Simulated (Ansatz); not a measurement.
# SrO: energy and pressure over a range of volumes

An exercise on one series of results from a longer session: the logs are not shown, and one member is left open.

Computed with Ansatz 0.2.0 (DFT LDA, scalar-relativistic, unless a step's input says otherwise).

**The system as given**

It takes space group Fm-3m (No. 225, cubic). The conventional cell has a = 5.140 Å, b = 5.140 Å, c = 5.140 Å, α = 90.00°, β = 90.00°, γ = 90.00°. Sr (site symmetry m-3m) has 6 O at 2.57 Å as nearest neighbours. Around O (site symmetry m-3m) lie 6 Sr at 2.57 Å.

Structure file:

```cif
data_structure
_symmetry_space_group_name_H-M 'P 1'
_symmetry_Int_Tables_number 1
_cell_length_a 3.6342
_cell_length_b 3.6342
_cell_length_c 3.6342
_cell_angle_alpha 60.000
_cell_angle_beta 60.000
_cell_angle_gamma 60.000
_cell_volume 33.94
loop_
_atom_site_label
_atom_site_type_symbol
_atom_site_fract_x
_atom_site_fract_y
_atom_site_fract_z
_atom_site_occupancy
Sr1 Sr 0.00000 0.00000 0.00000 1
O1 O 0.50000 0.50000 0.50000 1
```

The structure is an experimental refinement, used without relaxation.

Atoms are numbered in the order of the input: Sr1, O2.

The first run:

Contents of input.yaml:

```yaml
crystal:
  lattice:
    - [0.0, 2.5262356518, 2.5262356518]
    - [2.5262356518, 0.0, 2.5262356518]
    - [2.5262356518, 2.5262356518, 0.0]
  atoms:
    - { symbol: Sr, position: [0.0, 0.0, 0.0] }
    - { symbol: O, position: [0.5, 0.5, 0.5] }
kpoints:
  mp_grid: { grid: [8, 8, 8] }
scf:
  occupations: { method: fermi_dirac, width: 0.02 }
hamiltonian:
  xc: lda
  pseudopotentials: { kind: all_electron, lapw: { basis_error: 0.00025 } }
output:
  forces: true
  stress: true
  eigenvalues: true
```

The run is started by

```
$ ansatz run input.yaml --threads 1 --pin off --max-ram 3072MiB --backend cpu --events-out ev --progress --plain --runs-dir out
```

Steps of the session up to this table: Volume × 0.95, LAPW; Volume × 0.95, PAW; Volume × 0.95, crystal datasets; Volume × 0.975, LAPW; Volume × 0.975, PAW; Volume × 1.025, LAPW; Volume × 1.025, PAW; Volume × 1.05, LAPW; Volume × 1.05, PAW; Volume × 1.05, crystal datasets.

One of the session's tables, all rows but one given; the rest of the session is left out.

It belongs to the step «The equation of state». 

| method | volume (Å³/atom) | pressure (GPa) | gap on the k mesh (eV) |
| --- | --- | --- | --- |
| LAPW | 16.122 | 0.76 | 3.12 |
| LAPW | 16.546 | -1.89 | 3.14 |
| LAPW | 16.971 | -4.17 | 3.16 |
| LAPW | 17.395 | -6.15 | 3.17 |
| LAPW | 17.819 | -7.87 | 3.18 |
| PAW | 16.122 | 0.74 | 3.12 |
| PAW | 16.546 | -1.90 | 3.14 |
| PAW | 16.971 | ? | ? |
| PAW | 17.395 | -6.16 | 3.17 |
| PAW | 17.819 | -7.87 | 3.18 |
| crystal datasets | 16.122 | 0.76 | 3.12 |
| crystal datasets | 16.971 | -4.17 | 3.16 |
| crystal datasets | 17.819 | -7.87 | 3.18 |

**Question.** Estimate the row for PAW, 16.971.

**Answer.** pressure (GPa): -4.18; gap on the k mesh (eV): 3.16. In the column «pressure (GPa)» it lies between LAPW, 17.395 (-6.15) and LAPW, 16.971 (-4.17).

Caveats from the session: Warnings in the runs' records: gradients without spin orbit, crystal datasets made.
